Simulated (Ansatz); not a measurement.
**Zn under changes of volume**

One of the cells (15.169 Å³/atom); the others are scaled copies at fixed shape and fractional positions:

```xyz
1
Lattice="0.0000 1.9648 1.9648 1.9648 0.0000 1.9648 1.9648 1.9648 0.0000" Properties=species:S:1:pos:R:3 pbc="T T T"
Zn    0.0000    0.0000    0.0000
```

This isn't the form of Zn at room conditions, which is hcp.

```yaml
Program: Ansatz 0.2.0
Functional: HSE06
Potentials_or_basis: Ansatz PAW
Cutoff: "420 eV (not typed: the program's choice for these potentials)"
k_mesh: 8 × 8 × 8
Occupations: fermi-dirac, width 0.05 eV
Spin: no spin polarisation
```

```tsv
volume (Å³/atom)	energy over the lowest point (meV/atom)	pressure (GPa)
14.259	16.35	5.1
14.563	7.80	3.5
14.866	2.46	1.9
15.169	0.00	0.5
15.473	0.35	-0.9
15.776	3.24	-2.1
16.080	?	?
```

Question: What does the run at 16.080 Å³/atom give?

Answer: Energy over the lowest point 8.25 meV/atom; pressure -3.1 GPa.

Worked out: A Birch-Murnaghan fit of order 3 (a polynomial in V^(-2/3)) to the other rows has its minimum at 15.28 Å³/atom with B0 = V·E''(V) = 71 GPa (rough, since the energies scatter). It gives 8.56 meV/atom at 16.080 Å³/atom, against the run's 8.25, and -dE/dV = -3.4 GPa, against -3.1.

Energies are extrapolated to zero smearing.

Caveats: the PAW data sets come from PBE, with cores solved anew for the run's functional, which leaves a small shift of forces and pressure; the thresholds are loose for stress.
